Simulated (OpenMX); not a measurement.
**BeTe under changes of volume**

One of the cells (21.679 Å³/atom); the others are scaled copies at fixed shape and fractional positions:

```
Te Be
1.0
     0.00000    2.78834    2.78834
     2.78834    0.00000    2.78834
     2.78834    2.78834    0.00000
Te Be
1 1
Direct
  0.75000 0.75000 0.75000
  0.00000 0.00000 0.00000
```

| Quantity | Value |
| --- | --- |
| Program | OpenMX 3.8.5 |
| Functional | PBE |
| Potentials or basis | OpenMX 2013 PBE set, Te7.0-s3p2d2f1, Be7.0-s2p2, fixed grid of 42 × 42 × 42 points |
| k mesh | 9 × 9 × 9 |
| Occupations | fermi-dirac, width 0.05 eV |
| Spin | no spin polarisation |

```csv
volume (Å³/atom),energy over the lowest point (meV/atom),gap on the mesh (eV)
19.979,90.87,1.80
20.404,64.58,1.85
20.829,43.39,1.90
21.679,?,?
22.104,5.41,2.02
22.529,0.00,2.06
```

**Question.** What does the run at 21.679 Å³/atom give?

**Answer.** Energy over the lowest point 14.16 meV/atom; gap on the mesh 1.99 eV.

Worked out: A Birch-Murnaghan fit of order 3 (a polynomial in V^(-2/3)) to the other rows has its minimum at 23.10 Å³/atom, just outside them, with B0 = V·E''(V) = 55 GPa and B' = 4.4. It gives 14.21 meV/atom at 21.679 Å³/atom, against the run's 14.16. A straight line through the other rows of the gap, of slope 2.14 eV per unit of ln V, gives 1.98 eV, against the run's 1.99.

Energies are extrapolated to zero smearing.

Caveats: the basis has few d functions beyond the semicore shells, which can make volumes several per cent too large; spin-orbit coupling is left out, which moves the levels of the heavy elements; an odd mesh through Γ misses points on the zone boundary, where band edges often lie; the basis of atomic orbitals isn't converged, which shifts pressures, moduli and gaps.
